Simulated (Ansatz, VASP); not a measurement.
One calculation of TaN, two programs

```xyz
2
Lattice="0.0404 2.1781 2.1689 2.1646 -0.0004 2.2097 2.2106 2.2649 -0.0463" Properties=species:S:1:pos:R:3 pbc="T T T"
Ta    1.9880    2.3086    2.2334
N     0.2198   -0.0873   -0.0672
```

Change from the starting cell: all atoms moved at random, cell strained at random.

Alike in both runs: task single point; functional PBE; k mesh 14 × 14 × 14; occupations gaussian, width 0.1 eV; no spin polarisation.

|  | VASP | Ansatz |
| --- | --- | --- |
| version | VASP 6.6.1 | Ansatz 0.2.0 |
| potentials or method | VASP PAW PBE potentials, release 64 (Ta_pv, N) | scalar-relativistic, plane waves, PAW |
| plane-wave cutoff (eV) | 520 | 420 |
| valence electrons in the cell | 16 | 18 |

Ansatz gave:

```
gap on the k mesh at the Fermi level (eV)       : none
pressure (GPa)                                  : 49.2
largest component of the traceless stress (GPa) : 72.21
rms of the force components (eV/Å)              : 5.179
```

**Question.** Which values does VASP return?

**Answer.** gap on the k mesh at the Fermi level (eV): none; pressure (GPa): 51.0; largest component of the traceless stress (GPa): 74.11; rms of the force components (eV/Å): 5.310.

Atom by atom the forces differ by 0.132 eV/Å (rms over components). A gap of «none» marks a metal or a gap that the smearing closes. The two sets of potentials don't hold the same shells in valence.

Caveats: so large a pressure means that the cell lies far from this level's equilibrium, or that cutoff or potentials fall short (VASP); forces of over 1 eV/Å show positions far from the minimum, so gaps and moduli don't describe the material at rest. Spin-orbit coupling is left out, which matters for the levels of Ta.
